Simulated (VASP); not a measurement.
Wanted: the native input for a VASP 6.6.1 run.

```yaml
Task: relaxation of cell and atoms
Functional: PBEsol
Potentials_or_basis: VASP PAW PBE potentials, release 64 (Si, O)
Cutoff: 600 eV
k_mesh: 8 × 8 × 10
Occupations: gaussian, width 0.03 eV
Spin: no spin polarisation
Further_INCAR_settings: ALGO = Normal; EDIFF = 1e-07; IBRION = 2; EDIFFG = -0.005; NSW = 90; ISIF = 3
```

The structure of SiO2 (Stishovite) lies in POSCAR:

```
SiO2                                    
1.0
    4.1920503194      0.0000000000      0.0000000000
   -0.0000000000      4.1920503194      0.0000000000
    0.0000000000      0.0000000000      2.6827024099
  Si              O             
     2     4
Direct
     0.0000000000000000    0.0000000000000000    0.0000000000000000
     0.5000000000000000    0.5000000000000000    0.5000000000000000
     0.3058244602812249    0.3058244602812249    0.0000000000000000
     0.1941755397187751    0.8058244602812249    0.5000000000000000
     0.6941755397187751    0.6941755397187751    0.0000000000000000
     0.8058244602812249    0.1941755397187751    0.5000000000000000
```

The input as run:

INCAR

```
SYSTEM = SiO2
PREC = Accurate
ENCUT = 600
EDIFF = 1E-7
ISMEAR = 0
SIGMA = 0.03
LREAL = .False.
LASPH = .True.
NELM = 80
ALGO = Normal
ISIF = 3
LWAVE = .False.
LCHARG = .False.
GGA = PS
IBRION = 2
NSW = 90
EDIFFG = -0.005
KPAR = 2
```

KPOINTS

```
Automatic mesh
0
Gamma
  8 8 10
  0 0 0
```

Potentials or basis: VASP PAW PBE potentials, release 64 (Si, O).

Command:

```bash
$ cat potpaw_PBE.64/Si/POTCAR potpaw_PBE.64/O/POTCAR > POTCAR
$ mpirun -np 2 vasp_std > vasp.out
```

Results of the run:

- Pressure after relaxing: 0.0 GPa
- Band gap on the k mesh: 5.34 eV, direct

Caveat: the relaxation stopped at its first step, so nothing moved; the PAW data sets were made with another functional, which shifts forces and pressure a little.

It took 26 s on 2 MPI ranks on Intel(R) Xeon(R) 6975P-C (Granite Rapids), on a shared host, peak memory 0.21 GiB a rank.
